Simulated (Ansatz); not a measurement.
Input and command of a calculation in Ansatz (plane waves; scalar-relativistic PAW potentials unless the input names others):

```yaml
crystal:
  lattice:
    - [2.7812066445, 2.7812066445, 0.0]
    - [-2.7812066445, 2.7812066445, 0.0]
    - [0.0, 0.0, 5.5624132889]
  atoms:
    - { symbol: Al, position: [0.0, 0.0, 0.0] }
    - { symbol: Al, position: [0.5, 0.5, 0.5] }
    - { symbol: P, position: [0.5, 0.0, 0.25] }
    - { symbol: P, position: [0.0, 0.5, 0.75] }
basis:
  ecutwfc: 420
kpoints:
  mp_grid: { grid: [8, 8, 6] }
hamiltonian:
  xc: pbe96
scf:
  occupations: { method: gaussian, width: 0.02 }
  max_iter: 60
output:
  forces: true
  eigenvalues: true
  stress: true
```

```bash
ansatz run input.yaml --threads 1 --pin off --max-ram 2560MiB --backend cpu --events-out ev --progress --plain --runs-dir out
```

Task: Will this input run?

Result: The program refuses it, because of an unknown functional (hamiltonian.xc: "pbe" → "pbe96"). With the sound run's settings it is accepted.

Abridged log:
```
Error: YAML parse error: error: line 16 column 7: hamiltonian.xc: unknown variant `pbe96`, expected one of `lda`, `lda-pw`, `pw92`, `pbe`, `pbesol`, `rpbe`, `revpbe`, `blyp`, `pbe0`, `revpbe0`, `b3lyp`, `b3lyp5`, `hse06`, `wpbeh`, `hiss`, `lc_wpbe`, `cam_b3lyp`, `hf`, `r2scan`, `r2scanh`, `r2scan0`, `r2scan50`, `mr2scan`
  --> <input>:16:7
   |
14 |   mp_grid: { grid: [8, 8, 6] }
15 | hamiltonian:
16 |   xc: pbe96
   |       ^ hamiltonian.xc: unknown variant `pbe96`, expected one of `lda`, `lda-pw`, `pw92`, `pbe`, `pbesol`, `rpbe`, `revpbe`, `blyp`, `pbe0`, `revpbe0`, `b3lyp`, `b3lyp5`, `hse06`, `wpbeh`, `hiss`, `lc_wpbe`, `cam_b3lyp`, `hf`, `r2scan`, `r2scanh`, `r2scan0`, `r2scan50`, `mr2scan`
17 | scf:
18 |   occupations: { method: gaussian, width: 0.02 }
   |
```